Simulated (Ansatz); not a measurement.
# CdS (Hawleyite) under changes of volume

One of the cells (24.808 Å³/atom); the others are scaled copies at fixed shape and fractional positions:

```
CELL_PARAMETERS angstrom
0.00000 2.91650 2.91650
2.91650 0.00000 2.91650
2.91650 2.91650 0.00000
ATOMIC_POSITIONS crystal
Cd 0.00000 0.00000 0.00000
S 0.75000 0.75000 0.75000
```

| Property | Result |
| --- | --- |
| Program | Ansatz 0.2.0 |
| Functional | PBE |
| Potentials or basis | Ansatz PAW |
| Cutoff | 420 eV (not typed: the program's choice for these potentials) |
| k mesh | 8 × 8 × 8 |
| Occupations | fermi-dirac, width 0.05 eV |
| Spin | spin-orbit coupling, no magnetisation |

```csv
volume (Å³/atom),energy over the lowest point (meV/atom),pressure (GPa),gap on the mesh (eV)
23.319,56.09,7.5,1.26
23.815,?,?,?
24.312,20.40,4.2,1.17
24.808,9.65,2.8,1.13
25.304,2.98,1.5,1.09
25.800,0.00,0.4,1.04
26.296,0.31,-0.6,1.00
```

**Question.** What does the run at 23.815 Å³/atom give?

**Answer.** Energy over the lowest point 35.71 meV/atom; pressure 5.7 GPa; gap on the mesh 1.22 eV.

Worked out: A Birch-Murnaghan fit of order 3 (a polynomial in V^(-2/3)) to the other rows has its minimum at 26.00 Å³/atom with B0 = V·E''(V) = 54 GPa and B' = 4.5. It gives 35.73 meV/atom at 23.815 Å³/atom, against the run's 35.71, and -dE/dV = 5.7 GPa, against 5.7. A straight line through the other rows of the gap, of slope -2.16 eV per unit of ln V (its deformation potential), gives 1.22 eV, against the run's 1.22.

Energies are extrapolated to zero smearing.
